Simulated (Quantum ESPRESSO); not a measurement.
TiSe:

```
CELL_PARAMETERS angstrom
3.55900 0.00000 0.00000
-1.77950 3.08218 0.00000
0.00000 0.00000 6.22000
ATOMIC_POSITIONS crystal
Se 0.66667 0.33333 0.75000
Se 0.33333 0.66667 0.25000
Ti 0.00000 0.00000 0.50000
Ti 0.00000 0.00000 0.00000
```

Base run:

| Quantity | Value |
| --- | --- |
| Program | Quantum ESPRESSO 7.5 |
| Functional | PBEsol |
| Potentials or basis | GBRV 1.5 PBEsol |
| Cutoff | 612 eV |
| Density cutoff | 4898 eV |
| k mesh | 9 × 9 × 5 |
| Occupations | fermi-dirac, width 0.05 eV |
| Spin | no spin polarisation |
| Hubbard terms | Ti d U = 2 eV |

Its results: band gap on the k mesh none (metal or under the smearing width); pressure 2.2 GPa.

Question: The run is repeated on the same cell with these changes: hubbard terms from Ti d U = 2 eV to none. What comes out?

Answer: Band gap on the k mesh none (metal or under the smearing width); pressure -0.7 GPa.

Caveats: U without spin polarisation on a metal has little footing (some runs).
